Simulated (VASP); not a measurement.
MgF2:

```
Mg F
1.0
     4.61520    0.00000    0.00000
     0.00000    4.61520    0.00000
     0.00000    0.00000    3.04778
Mg F
2 4
Direct
  0.50000 0.50000 0.50000
  0.00000 0.00000 0.00000
  0.69708 0.69708 0.00000
  0.80292 0.19708 0.50000
  0.30292 0.30292 0.00000
  0.19708 0.80292 0.50000
```

The cell comes from a database or a generator and needn't be the stable form of this composition.

| Item | Value |
| --- | --- |
| Program | VASP 6.6.1 |
| Task | relaxation of cell and atoms |
| Functional | LDA |
| Potentials or basis | VASP PAW LDA potentials, release 64 (Mg, F) |
| Cutoff | 600 eV |
| k mesh | 6 × 6 × 8 |
| Occupations | gaussian, width 0.02 eV |
| Spin | no spin polarisation |

At the start: pressure -5.9 GPa; volume 10.82 Å³/atom.

**Question.** Where does the relaxation end?

**Answer.** Over 7 steps the energy falls by 11.5 meV/atom and the volume is 10.23 Å³/atom (-5.5 %); space group P4_2/mnm (No. 136, to 0.05 Å).

The path:
```tsv
step	energy change (eV)	largest force (eV/Å)	pressure (GPa)	volume (Å³)
1	0.0000	0.0435	-5.95	64.92
2	-0.0674	0.0765	0.44	61.22
3	-0.0677	0.0679	-0.03	61.45
4	-0.0687	0.0167	0.00	61.39
5	-0.0688	0.0070	0.02	61.37
6	-0.0688	0.0054	0.02	61.37
7	-0.0688	0.0033	0.00	61.38
```

Final structure:
```
Mg F
1.0
     4.52394    0.00000    0.00000
     0.00000    4.52394    0.00000
     0.00000    0.00000    2.99897
Mg F
2 4
Direct
  0.50000 0.50000 0.50000
  0.00000 0.00000 0.00000
  0.69745 0.69745 0.00000
  0.80255 0.19745 0.50000
  0.30255 0.30255 0.00000
  0.19745 0.80255 0.50000
```
